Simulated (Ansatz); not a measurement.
Relaxed bulk Si:

```cif
data_structure
_symmetry_space_group_name_H-M 'P 1'
_symmetry_Int_Tables_number 1
_cell_length_a 3.8677
_cell_length_b 3.8677
_cell_length_c 3.8677
_cell_angle_alpha 60.000
_cell_angle_beta 60.000
_cell_angle_gamma 60.000
_cell_volume 40.91
loop_
_atom_site_label
_atom_site_type_symbol
_atom_site_fract_x
_atom_site_fract_y
_atom_site_fract_z
_atom_site_occupancy
Si1 Si 0.50000 0.50000 0.50000 1
Si2 Si 0.75000 0.75000 0.75000 1
```

Miller indices refer to the conventional cell of Fd-3m (No. 227), a = 5.470 Å, b = 5.470 Å, c = 5.470 Å, α = 90.00°, β = 90.00°, γ = 90.00°. The bulk's gap is 0.61 eV.

Theory: DFT PBE, scalar-relativistic, plane waves, PAW in Ansatz 0.2.0. Cutoff 420 eV, Gaussian smearing of 0.05 eV, no spin polarisation. A dipole correction acts along the normal.

This cut of an insulator is polar or leaves open shells, so the slab is metallic here; real surfaces compensate by reconstruction or adsorbates.

A relaxed slab with low-index faces, about a nanometre thick, has these properties:

```
Surface energy (mean of both faces) : 2.16 J/m²
Gap of the slab on the mesh         : none (metal or semimetal)
Work function                       : 5.45 eV
```

Task: Which low-index plane was cut?

Result: The (100) plane.

Gaps are read on the k points sampled, so a band crossing between them can be missed.